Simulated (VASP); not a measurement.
# Ru (P6_3/mmc) in VASP: a series of runs

One crystal, Ru, is run at these levels: PBEsol; tasks: single point.

All numbers are computed with VASP 6.6.1; they aren't measurements. Logs are shortened: lines on timing, memory, paths and dates and some standing lists are left out, and cuts for length are marked.

### 1 The undisturbed crystal

It takes space group P6_3/mmc (No. 194, hexagonal). Conventional cell: a = 2.706 Å, b = 2.706 Å, c = 4.282 Å, α = 90.00°, β = 90.00°, γ = 120.00°. Around Ru (site symmetry -6m2) lie 12 Ru at 2.65 to 2.71 Å.

### 2 Single point, PBEsol (grid = ENCUT=400 dk=0.9 cell=3x3x3 ISMEAR=1 SIGMA=0.1 LREAL=Auto EDIFF=1e-06)

Contents of INCAR:

```
SYSTEM = Ru
PREC = Accurate
ENCUT = 400
EDIFF = 1E-6
ISMEAR = 1
SIGMA = 0.1
LREAL = Auto
LASPH = .True.
NELM = 120
ALGO = Fast
ISIF = 2
LWAVE = .False.
LCHARG = .False.
GGA = PS
NBANDS = 431
NCORE = 2
KPAR = 1
```

Contents of KPOINTS:

```
Automatic mesh
0
Gamma
  1 1 1
  0 0 0
```

Contents of POSCAR:

```
Ru
1.0
    8.1174000000      0.0000000000      0.0000000000
   -4.0587000000      7.0298746128      0.0000000000
    0.0000000000      0.0000000000     12.8457000000
Ru
54
Direct
    0.2222222222      0.1111111111      0.2500000000
    0.2222222222      0.1111111111      0.5833333333
    0.2222222222      0.1111111111      0.9166666667
    0.2222222222      0.4444444444      0.2500000000
    0.2222222222      0.4444444444      0.5833333333
    0.2222222222      0.4444444444      0.9166666667
    0.2222222222      0.7777777778      0.2500000000
    0.2222222222      0.7777777778      0.5833333333
    0.2222222222      0.7777777778      0.9166666667
    0.5555555556      0.1111111111      0.2500000000
    0.5555555556      0.1111111111      0.5833333333
    0.5555555556      0.1111111111      0.9166666667
    0.5555555556      0.4444444444      0.2500000000
    0.5555555556      0.4444444444      0.5833333333
    0.5555555556      0.4444444444      0.9166666667
    0.5555555556      0.7777777778      0.2500000000
    0.5555555556      0.7777777778      0.5833333333
    0.5555555556      0.7777777778      0.9166666667
    0.8888888889      0.1111111111      0.2500000000
    0.8888888889      0.1111111111      0.5833333333
    0.8888888889      0.1111111111      0.9166666667
    0.8888888889      0.4444444444      0.2500000000
    0.8888888889      0.4444444444      0.5833333333
    0.8888888889      0.4444444444      0.9166666667
    0.8888888889      0.7777777778      0.2500000000
    0.8888888889      0.7777777778      0.5833333333
    0.8888888889      0.7777777778      0.9166666667
    0.1111111111      0.2222222222      0.0833333333
    0.1111111111      0.2222222222      0.4166666667
    0.1111111111      0.2222222222      0.7500000000
    0.1111111111      0.5555555556      0.0833333333
    0.1111111111      0.5555555556      0.4166666667
    0.1111111111      0.5555555556      0.7500000000
    0.1111111111      0.8888888889      0.0833333333
    0.1111111111      0.8888888889      0.4166666667
    0.1111111111      0.8888888889      0.7500000000
    0.4444444444      0.2222222222      0.0833333333
    0.4444444444      0.2222222222      0.4166666667
    0.4444444444      0.2222222222      0.7500000000
    0.4444444444      0.5555555556      0.0833333333
    0.4444444444      0.5555555556      0.4166666667
    0.4444444444      0.5555555556      0.7500000000
    0.4444444444      0.8888888889      0.0833333333
    0.4444444444      0.8888888889      0.4166666667
    0.4444444444      0.8888888889      0.7500000000
    0.7777777778      0.2222222222      0.0833333333
    0.7777777778      0.2222222222      0.4166666667
    0.7777777778      0.2222222222      0.7500000000
    0.7777777778      0.5555555556      0.0833333333
    0.7777777778      0.5555555556      0.4166666667
    0.7777777778      0.5555555556      0.7500000000
    0.7777777778      0.8888888889      0.0833333333
    0.7777777778      0.8888888889      0.4166666667
    0.7777777778      0.8888888889      0.7500000000
```

Potentials or basis: VASP PAW PBE potentials, release 64 (Ru_pv).

Command:

```
$ cat potpaw_PBE.64/Ru_pv/POTCAR > POTCAR
$ mpirun -np 4 vasp_std > vasp.out
```

OUTCAR:

```text
SYSTEM = Ru
   PREC = Accurate
   ENCUT = 400
   EDIFF = 1E-6
   ISMEAR = 1
   LREAL = Auto
   LASPH = .True.
   NELM = 120
   ISIF = 2
   GGA = PS

 Found      1 irreducible k-points:

 Following reciprocal coordinates:
            Coordinates               Weight
  0.000000  0.000000  0.000000      1.000000
   k-points           NKPTS =      1   k-points in BZ     NKDIM =      1   number of bands    NBANDS=    432
   number of dos      NEDOS =    301   number of ions     NIONS =     54
   total plane-waves  NPLWV = 244944
   dimension x,y,z NGX =    54 NGY =   54 NGZ =   84
   dimension x,y,z NGXF=   108 NGYF=  108 NGZF=  168
   ions per type =              54
   NGX,Y,Z   is equivalent  to a cutoff of  11.06, 11.06, 10.87 a.u.
   NGXF,Y,Z  is equivalent  to a cutoff of  22.12, 22.12, 21.74 a.u.
 SYSTEM =  Ru
   PREC   = accura    normal or accurate (medium, high low for compatibility)
   ISTART =      0    job   : 0-new  1-cont  2-samecut
   ICHARG =      2    charge: 1-file 2-atom 10-const
   ISPIN  =      1    spin polarized calculation?
   LNONCOLLINEAR =      F non collinear calculations
   LSORBIT =      F    spin-orbit coupling
   LASPH  =      T    aspherical Exc in radial PAW
   ENCUT  =  400.0 eV  29.40 Ry    5.42 a.u.  13.24 13.24 20.95*2*pi/ulx,y,z
   NELM   =    120;   NELMIN=  2; NELMDL= -5     # of ELM steps
   EDIFF  = 0.1E-05   stopping-criterion for ELM
   LREAL  =      T    real-space projection
   EDIFFG = 0.1E-04   stopping-criterion for IOM
   NSW    =      0    number of steps for IOM
   IBRION =     -1    ionic relax: 0-MD 1-quasi-New 2-CG
   NFREE  =      0    steps in history (QN), initial steepest desc. (CG)
   ISIF   =      2    stress and relaxation
   ISYM   =      2    0-nonsym 1-usesym 2-fastsym
   POTIM  = 0.5000    time-step for ionic-motion
   TEBEG  =    0.0;   TEEND  =   0.0 temperature during run
   PSTRESS=    0.0 pullay stress
   NELECT =     756.0000    total number of electrons
   NUPDOWN=      -1.0000    fix difference up-down
   EMIN   =  10.00;   EMAX   =-10.00  energy-range for DOS
   EFERMI =   0.00;   METHOD = LEGACY
   ISMEAR =     1;   SIGMA  =   0.10  broadening in eV -4-tet -1-fermi 0-gaus
   EFERMI_NEDOS =   21; number of points for ismear=-14 and -15
   IALGO  =     68    algorithm
   IMIX   =      4    mixing-type and parameters
     AMIX     =   0.40;   BMIX     =  1.00
     AMIX_MAG =   1.60;   BMIX_MAG =  1.00
  volume/ion in A,a.u.               =      13.57        91.61
  Fermi-wavevector in a.u.,A,eV,Ry     =   1.654022  3.125649 37.222674  2.735789
  Thomas-Fermi vector in A             =   2.742361
   LORBIT       =      0    0 simple, 1 ext, 2 COOP (PROOUT), +10 PAW based schemes
   GGA     = PS    functional components
   LHFCALC =     F    Hartree Fock is set to
   AEXX    =    0.0000 exact exchange contribution
   IVDW    =     0    specifies the selected vdW correction
   LEPSILON=     F    determine dielectric tensor
   LRPA    =     F    only Hartree local field effects (RPA)
 non-spin polarized calculation
 RMM-DIIS sequential band-by-band and
 Methfessel and Paxton  Order N= 1 SIGMA  =   0.10
  energy-cutoff  :      400.00
  volume of cell :      733.03
 maximum number of plane-waves:     13235
 NGX is ok and might be reduce to    54
   NGX = 27   NGY = 27   NGZ = 41

 number of electron     756.0000200 magnetization

 Free energy of the ion-electron system (eV)
  ---------------------------------------------------
  ext. energy  EPLUGINS =         0.00000000
  ---------------------------------------------------
  free energy    TOTEN  =      -516.61463217 eV

  energy without entropy =     -516.44542359  energy(sigma->0) =     -516.55822931

 E-fermi :  12.8113     XC(G=0): -14.2984

 val. band max:       12.8112973060   @ k =   0.0000   0.0000   0.0000
 cond. band min:      13.1585272625   @ k =   0.0000   0.0000   0.0000
 fundamental gap:      0.3472299565
 Fermi energy:        12.8112978960

 k-point     1 :       0.0000    0.0000    0.0000
  band No.  band energies     occupation
      1     -30.9563      2.00000
      2     -30.7744      2.00000
      3     -30.7744      2.00000
      4     -30.7744      2.00000
      5     -30.7744      2.00000
      6     -30.7744      2.00000
[... 382 lines left out ...]
    389      13.1585     -0.00001
    390      13.1586     -0.00001
 [bands above 390 left out]

------------------------ aborting loop because EDIFF is reached ----------------------------------------

  FORCE on cell =-STRESS in cart. coord.  units (eV):
  Direction    XX          YY          ZZ          XY          YZ          ZX
  --------------------------------------------------------------------------------------
  -------------------------------------------------------------------------------------
  Total       80.7872135     80.7872135    -97.1454999     -0.0000000      0.0000000      0.0000000
  in kB      176.5756892    176.5756892   -212.3298088     -0.0000000      0.0000000      0.0000000
  external PRESSURE =      46.9405232 kB  Pullay stress =       0.0000000 kB

 VOLUME and BASIS-vectors are now :
 -----------------------------------------------------------------------------
  energy-cutoff  :      400.00
  volume of cell :      733.03
      direct lattice vectors                 reciprocal lattice vectors
     8.117400000  0.000000000  0.000000000     0.123192155  0.071125024  0.000000000
    -4.058700000  7.029874613  0.000000000     0.000000000  0.142250048  0.000000000
     0.000000000  0.000000000 12.845700000     0.000000000  0.000000000  0.077847062

 POSITION                                       TOTAL-FORCE (eV/Angst)
 -----------------------------------------------------------------------------------
      1.35290      0.78110      3.21143        -0.000000     -0.000000      0.000000
      1.35290      0.78110      7.49332        -0.000000      0.000000     -0.000000
      1.35290      0.78110     11.77523        -0.000000      0.000000     -0.000000
      0.00000      3.12439      3.21143        -0.000000     -0.000000      0.000000
      0.00000      3.12439      7.49332        -0.000000     -0.000000     -0.000000
      0.00000      3.12439     11.77523        -0.000000     -0.000000      0.000000
[... 46 lines left out ...]
      2.70580      6.24878      5.35238         0.000000      0.000000     -0.000000
      2.70580      6.24878      9.63428         0.000000      0.000000     -0.000000
 -----------------------------------------------------------------------------------
    total drift:                                0.000000      0.000000     -0.000005

  FREE ENERGIE OF THE ION-ELECTRON SYSTEM (eV)
  ---------------------------------------------------
  free  energy   TOTEN  =      -516.6146321703 eV

  energy  without entropy=     -516.4454235862  energy(sigma->0) =     -516.55822931
```

It took 2.6 min on 4 MPI ranks of AMD EPYC 9R45 (Zen 5), shared host; peak memory 0.29 GiB.

These settings aren't checked as converged: the numbers below hold their error.

Results:

- Free energy: -516.6146 eV
- Pressure: 4.7 GPa

Caveat: the k mesh is coarse (spacing up to 0.89 Å⁻¹), so the values aren't converged; the mesh shows a gap though the element is a metal; the PAW data sets were made with another functional, which shifts forces and pressure a little.

### 3 Single point, PBEsol (grid = ENCUT=650 dk=0.27 cell=3x3x2 ISMEAR=1 SIGMA=0.1 LREAL=Auto EDIFF=1e-06)

Contents of INCAR:

```
PREC = Accurate ; ENCUT = 650
EDIFF = 1E-6 ; ISMEAR = 1
SIGMA = 0.1 ; LREAL = Auto
LASPH = T ; NELM = 120
ALGO = Fast ; ISIF = 2
LWAVE = F ; LCHARG = F
GGA = PS ; NBANDS = 288
NCORE = 1 ; KPAR = 2
```

Contents of KPOINTS:

```
Automatic mesh
0
Gamma
  4 4 3
```

Contents of POSCAR:

```
Ru
1.0
    8.1174000000      0.0000000000      0.0000000000
   -4.0587000000      7.0298746128      0.0000000000
    0.0000000000      0.0000000000      8.5638000000
Ru
36
Direct
    0.2222222222      0.1111111111      0.3750000000
    0.2222222222      0.1111111111      0.8750000000
    0.2222222222      0.4444444444      0.3750000000
    0.2222222222      0.4444444444      0.8750000000
    0.2222222222      0.7777777778      0.3750000000
    0.2222222222      0.7777777778      0.8750000000
    0.5555555556      0.1111111111      0.3750000000
    0.5555555556      0.1111111111      0.8750000000
    0.5555555556      0.4444444444      0.3750000000
    0.5555555556      0.4444444444      0.8750000000
    0.5555555556      0.7777777778      0.3750000000
    0.5555555556      0.7777777778      0.8750000000
    0.8888888889      0.1111111111      0.3750000000
    0.8888888889      0.1111111111      0.8750000000
    0.8888888889      0.4444444444      0.3750000000
    0.8888888889      0.4444444444      0.8750000000
    0.8888888889      0.7777777778      0.3750000000
    0.8888888889      0.7777777778      0.8750000000
    0.1111111111      0.2222222222      0.1250000000
    0.1111111111      0.2222222222      0.6250000000
    0.1111111111      0.5555555556      0.1250000000
    0.1111111111      0.5555555556      0.6250000000
    0.1111111111      0.8888888889      0.1250000000
    0.1111111111      0.8888888889      0.6250000000
    0.4444444444      0.2222222222      0.1250000000
    0.4444444444      0.2222222222      0.6250000000
    0.4444444444      0.5555555556      0.1250000000
    0.4444444444      0.5555555556      0.6250000000
    0.4444444444      0.8888888889      0.1250000000
    0.4444444444      0.8888888889      0.6250000000
    0.7777777778      0.2222222222      0.1250000000
    0.7777777778      0.2222222222      0.6250000000
    0.7777777778      0.5555555556      0.1250000000
    0.7777777778      0.5555555556      0.6250000000
    0.7777777778      0.8888888889      0.1250000000
    0.7777777778      0.8888888889      0.6250000000
```

Potentials or basis: VASP PAW PBE potentials, release 64 (Ru_pv).

Command:

```
$ cat potpaw_PBE.64/Ru_pv/POTCAR > POTCAR
$ mpirun -np 4 vasp_std > vasp.out
```

It took 13 min on 4 MPI ranks of Intel Xeon Platinum 8375C at 2.90GHz (Ice Lake), shared host; peak memory 0.84 GiB.

These settings aren't checked as converged: the numbers below hold their error.

What came out:

| Item | Value |
| --- | --- |
| Free energy | -366.1059 eV |
| Pressure | -6.6 GPa |
| Band gap on the k mesh | none (metal or under the smearing width) |

Caveat: the PAW data sets were made with another functional, which shifts forces and pressure a little.

### 4 Single point, PBEsol (grid = ENCUT=400 dk=0.9 cell=3x3x2 ISMEAR=1 SIGMA=0.1 LREAL=Auto EDIFF=1e-06)

Contents of INCAR:

```
PREC = Accurate ; ENCUT = 400
EDIFF = 1E-6 ; ISMEAR = 1
SIGMA = 0.1 ; LREAL = Auto
LASPH = T ; NELM = 120
ALGO = Fast ; ISIF = 2
LWAVE = F ; LCHARG = F
GGA = PS ; NBANDS = 288
NCORE = 2 ; KPAR = 1
```

Contents of KPOINTS:

```
Automatic mesh
0
Gamma
  1 1 1
```

POSCAR is that of step 3.

Command:

```
$ cat potpaw_PBE.64/Ru_pv/POTCAR > POTCAR
$ mpirun -np 4 vasp_std > vasp.out
```

Run time: 1.7 min. Hardware: 4 MPI ranks of Intel Xeon Platinum 8375C at 2.90GHz (Ice Lake), shared host; peak memory 0.24 GiB.

The run converged, but some of its settings lie outside the range that counts as converged, so its numbers aren't taken as properties of the crystal.

Results:

* Free energy: -349.4234 eV
* Pressure: 1.5 GPa

Caveat: the k mesh is coarse (spacing up to 0.89 Å⁻¹), so the values aren't converged; the mesh shows a gap though the element is a metal; the PAW data sets were made with another functional, which shifts forces and pressure a little.

### 5 Single point, PBEsol (grid = ENCUT=280 dk=0.35 cell=3x3x2 ISMEAR=1 SIGMA=0.1 LREAL=Auto EDIFF=1e-06)

Contents of INCAR:

```
PREC = Accurate ; ENCUT = 280
EDIFF = 1E-6 ; ISMEAR = 1
SIGMA = 0.1 ; LREAL = Auto
LASPH = T ; NELM = 120
ALGO = Fast ; ISIF = 2
LWAVE = F ; LCHARG = F
GGA = PS ; NBANDS = 288
NCORE = 1 ; KPAR = 2
```

Contents of KPOINTS:

```
Automatic mesh
0
Gamma
  3 3 3
```

POSCAR is that of step 4.

Potentials or basis: VASP PAW PBE potentials, release 64 (Ru_pv).

Command:

```
$ cat potpaw_PBE.64/Ru_pv/POTCAR > POTCAR
$ mpirun -np 4 vasp_std > vasp.out
```

OUTCAR:

```text
PREC = Accurate
   ENCUT = 280
   EDIFF = 1E-6
   ISMEAR = 1
   LREAL = Auto
   LASPH = T
   NELM = 120
   ISIF = 2
   GGA = PS

 Found      6 irreducible k-points:

 Following reciprocal coordinates:
            Coordinates               Weight
  0.000000  0.000000  0.000000      1.000000
  0.333333  0.000000  0.000000      6.000000
  0.333333  0.333333  0.000000      2.000000
  0.000000  0.000000  0.333333      2.000000
[... 1686 lines left out ...]
  -------------------------------------------------------------------------------------
  Total      -21.6739055    -21.6739055    -23.1320509      0.0000000     -0.0000000      0.0000000
  in kB      -71.0586114    -71.0586114    -75.8391888      0.0000000     -0.0000000      0.0000000
  external PRESSURE =     -72.6521372 kB  Pullay stress =       0.0000000 kB

 VOLUME and BASIS-vectors are now :
 -----------------------------------------------------------------------------
  energy-cutoff  :      280.00
  volume of cell :      488.69
      direct lattice vectors                 reciprocal lattice vectors
     8.117400000  0.000000000  0.000000000     0.123192155  0.071125024  0.000000000
    -4.058700000  7.029874613  0.000000000     0.000000000  0.142250048  0.000000000
     0.000000000  0.000000000  8.563800000     0.000000000  0.000000000  0.116770592

 POSITION                                       TOTAL-FORCE (eV/Angst)
 -----------------------------------------------------------------------------------
      1.35290      0.78110      3.21143        -0.000000      0.000000     -0.000000
      1.35290      0.78110      7.49333        -0.000000     -0.000000      0.000000
      0.00000      3.12439      3.21143        -0.000000     -0.000000      0.000000
      0.00000      3.12439      7.49333        -0.000000     -0.000000      0.000000
     -1.35290      5.46768      3.21143        -0.000000     -0.000000     -0.000000
     -1.35290      5.46768      7.49333        -0.000000      0.000000     -0.000000
[... 28 lines left out ...]
      2.70580      6.24878      1.07048         0.000000      0.000000     -0.000000
      2.70580      6.24878      5.35238         0.000000     -0.000000      0.000000
 -----------------------------------------------------------------------------------
    total drift:                                0.000000      0.000000      0.000000

  FREE ENERGIE OF THE ION-ELECTRON SYSTEM (eV)
  ---------------------------------------------------
  free  energy   TOTEN  =      -366.8191983228 eV

  energy  without entropy=     -366.8447166290  energy(sigma->0) =     -366.82770442
```

stdout:

```text
POSCAR found type information on POSCAR Ru
 POSCAR found :  1 types and      36 ions
 scaLAPACK will be used
 -----------------------------------------------------------------------------
|                                                                             |
|                                                                             |
|     You enforced a specific xc type in the INCAR file but a different       |
|     I HOPE YOU KNOW WHAT YOU ARE DOING!                                     |
|                                                                             |
 -----------------------------------------------------------------------------

 LDA part: xc-table for (Slater+PW92), standard interpolation
 POSCAR, INCAR and KPOINTS ok, starting setup
 FFT: planning ... GRIDC
 FFT: planning ... GRID_SOFT
 FFT: planning ... GRID
 WAVECAR not read
 entering main loop
```

Run time: 3.2 min. Hardware: 4 MPI ranks of Intel Xeon Platinum 8375C at 2.90GHz (Ice Lake), shared host; peak memory 0.33 GiB.

The run converged, but some of its settings lie outside the range that counts as converged, so its numbers aren't taken as properties of the crystal.

What came out:

- Free energy: -366.8192 eV
- Pressure: -7.3 GPa
- Band gap on the k mesh: none (metal or under the smearing width)

Caveat: the cutoff is under 1.25 times the usual one of these potentials, so pressure, stress and relaxed cells hold a basis-set (Pulay) error; the PAW data sets were made with another functional, which shifts forces and pressure a little.

### 6 The reference run

An earlier run on the cell as given: functional PBE; potentials or basis VASP PAW PBE potentials, release 64 (Ru_pv); cutoff 520 eV; k mesh 11 × 11 × 6; occupations fermi-dirac, width 0.05 eV; no spin polarisation.

* Pressure: 4.5 GPa
* Band gap on the k mesh: none (metal or under the smearing width)
